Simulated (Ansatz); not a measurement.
**AlGaN₂ (P-4m2)**

Method: DFT LDA, scalar-relativistic, plane waves, PAW in Ansatz.

Plane waves to 420 eV, a k mesh through Γ of 8×8×6 on the computed 4-atom cell and Gaussian smearing (0.02 eV); no spin polarisation.

The structure is relaxed at this level of theory with its symmetry kept. Whether it is the stable form of this composition wasn't checked.

The structure is tetragonal, space group P-4m2 (No. 115). Conventional cell: a = 3.115 Å, b = 3.115 Å, c = 4.384 Å, α = 90.00°, β = 90.00°, γ = 90.00°. Around Al (site symmetry -4m2) lie 4 N at 1.88 Å. Ga (site symmetry -4m2) has 4 N at 1.93 Å as nearest neighbours. N (site symmetry 2mm) has 2 Al at 1.88 Å and 2 Ga at 1.93 Å as nearest neighbours.

| Property | Result |
| --- | --- |
| Volume per atom | 10.64 Å³ |
| Formation energy from the elements' standard states (uncorrected) | -1.220 eV/atom |
| Kohn–Sham band gap | 3.05 eV, direct at Γ |
| Löwdin character of the top 1 eV of the valence band | N 2p 88 % |
| Löwdin character of the lowest 1 eV of the conduction band | N 2s 26 %, Ga 4p 24 %, Al 3p 22 %, N 2p 8 %, unprojected 9 % |
| Electron masses at the edge by Cartesian direction of the standard setting (m_e; degenerate bands sorted by energy; no spin-orbit coupling) | x: 0.25; y: 0.25; z: 0.39 |
| Hole masses at the edge by Cartesian direction of the standard setting (m_e; degenerate bands sorted by energy; no spin-orbit coupling) | x: 8.9, 0.22; y: 8.9, 0.22; z: 1.1, 1.1 |
| Bulk modulus | 206 GPa |
| Its pressure derivative | 4.1 |
| Electronic dielectric constant xx, yy, zz of the standard setting (independent particles) | 5.3, 5.3, 5.3 |
| Bader charges (e) | Al (1 in the cell) 2.40, Ga (1 in the cell) 1.49, N (2 in the cell) -1.95 |